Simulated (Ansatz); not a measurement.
Starting cell, LaAlO3 (cubic perovskite):

```
CELL_PARAMETERS angstrom
      3.81241     0.00000     0.00000
      0.00000     3.81241     0.00000
      0.00000     0.00000     3.81241
ATOMIC_POSITIONS crystal
  La 0.00000 0.00000 0.00000
  Al 0.50000 0.50000 0.50000
  O  0.00000 0.50000 0.50000
  O  0.50000 0.50000 0.00000
  O  0.50000 0.00000 0.50000
```

In this cell atom 3 (O, nearest neighbour Al at 1.906 Å; its periodic images, 3.8 Å or more away, move with it) is moved by s along Cartesian x, unit vector (1.000, 0.000, 0.000); all other atoms and the cell stay fixed.

All values below come from PBE (plane waves to 420 eV, PAW, scalar-relativistic; Ansatz, a quantum-chemistry and plane-wave program). k mesh 7×7×7 (Γ-centred), Fermi-Dirac smearing 0.05 eV. Energies are smeared free energies. LaAlO3 is run without spin polarisation. LaAlO3 was relaxed with its symmetry unable to fall. This is a high-temperature form of LaAlO3. The zero of ΔE is the undisplaced structure.

Q: Predict the ΔE (meV/cell) at s (Å) = -0.304, -0.152, -0.076, 0.076, 0.152, 0.228, 0.304, 0.380.

A: 
| s (Å) | ΔE (meV/cell) |
|---|---|
| -0.304 | 1078 |
| -0.152 | 234 |
| -0.076 | 56 |
| 0.076 | 56 |
| 0.152 | 234 |
| 0.228 | 558 |
| 0.304 | 1078 |
| 0.380 | 1866 |

(For displaced atoms, the force is minus the slope of the energy, and its curvature is a force constant, which sets phonon frequencies.)
